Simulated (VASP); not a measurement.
Input of a VASP 6.6.1 run:

Contents of INCAR:

```
PREC = Accurate
ENCUT = 520
EDIFF = 1E-7
ISMEAR = 0
SIGMA = 0.02
LREAL = F
LASPH = T
NELM = 100
ALGO = Normal
ISIF = 3
LWAVE = F
LCHARG = F
GGA = PE
IBRION = 2
NSW = 80
EDIFFG = -0.002
KPAR = 4
```

File KPOINTS:

```
regular mesh
0
Gamma
  14 14 14
```

The input POSCAR:

```
C
1.0
    0.0000000000      1.7833700000      1.7833700000
    1.7833700000      0.0000000000      1.7833700000
    1.7833700000      1.7833700000      0.0000000000
C
2
Direct
    0.0000000000      0.0000000000      0.0000000000
    0.2500000000      0.2500000000      0.2500000000
```

Potentials or basis: VASP PAW PBE potentials, release 64 (C).

Launch:

```console
$ cat potpaw_PBE.64/C/POTCAR > POTCAR
$ mpirun -np 4 vasp_std > vasp.out
```

Task: Estimate the relaxed volume.

Result: 5.70 Å³/atom.

Task: What does it give for the relaxed cell?

Result: a = 2.527 Å, b = 2.527 Å, c = 2.527 Å, α = 60.00°, β = 60.00°, γ = 60.00°.

Final structure:
```yaml
crystal:
  lattice:
    - [0.00000, 1.78671, 1.78671]
    - [1.78671, 0.00000, 1.78671]
    - [1.78671, 1.78671, 0.00000]
  atoms:
    - { symbol: C, position: [0.00000, 0.00000, 0.00000] }
    - { symbol: C, position: [0.25000, 0.25000, 0.25000] }
```

PBE usually gives volumes a little too large and moduli too small. Zero-point motion and thermal expansion aren't in these numbers.
